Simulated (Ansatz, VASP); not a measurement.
# One calculation of Bi, two programs

File INCAR:

```
SYSTEM = Bi
ALGO = Fast
EDIFF = 1E-6
ENCUT = 520
GGA = PS
ISIF = 2
ISMEAR = -1
LASPH = .True.
LCHARG = .True.
LELF = .True.
LREAL = .False.
LVHAR = .True.
LWAVE = .False.
NBANDS = 22
NELM = 60
PREC = Accurate
SIGMA = 0.05
```

File KPOINTS:

```
k-points
0
Gamma
  6 6 9
  0 0 0
```

POSCAR

```
Bi
1.0
    3.5570192531     -3.1940166960      0.0000000000
    3.5570192531      3.1940166960      0.0000000000
   -1.2849517653      0.0000000000      3.1746155033
Bi
2
Direct
    0.7530610000      0.7530610000      0.8573820000
    0.2469390000      0.2469390000      0.1426180000
```

File input.yaml:

```yaml
crystal:
  lattice:
    - [3.5570192531, -3.194016696, 0.0]
    - [3.5570192531, 3.194016696, 0.0]
    - [-1.2849517653, 0.0, 3.1746155033]
  atoms:
    - { symbol: Bi, position: [0.753061, 0.753061, 0.857382] }
    - { symbol: Bi, position: [0.246939, 0.246939, 0.142618] }
kpoints:
  mp_grid: { grid: [6, 6, 9] }
scf:
  occupations: { method: fermi_dirac, width: 0.05 }
hamiltonian:
  xc: pbesol
  pseudopotentials: { kind: all_electron, lapw: { basis_error: 0.001 } }
output:
  forces: true
  stress: true
  eigenvalues: true
```

Change from the starting cell: volume scaled by 1.06.

Alike in both runs: task single point; functional PBEsol; k mesh 6 × 6 × 9; occupations fermi-dirac, width 0.05 eV; no spin polarisation.

```csv
,VASP,Ansatz
version,VASP 6.6.1,Ansatz 0.2.0
potentials or method,"VASP PAW PBE potentials, release 64 (Bi_d)","all-electron LAPW, scalar-relativistic"
plane-wave cutoff (eV),520,see its input
```

|  | VASP | Ansatz | Ansatz less VASP |
| --- | --- | --- | --- |
| gap on the k mesh at the Fermi level (eV) | none | none | - |
| pressure (GPa) | -4.7 | -4.6 | +0.07 |
| largest component of the traceless stress (GPa) | 0.68 | 0.68 | -0.001 |
| rms of the force components (eV/Å) | 0.077 | 0.077 | 0.0000 |

Atom by atom the forces differ by 0.000 eV/Å (rms over components). A gap of «none» marks a metal or a gap that the smearing closes. Ansatz ran all-electron here, so the differences hold the error of VASP's frozen core and of both bases.

Caveats: spin-orbit coupling is left out, which moves the levels of the heavy elements; the PAW data sets were made with another functional, which shifts forces and pressure a little (VASP).
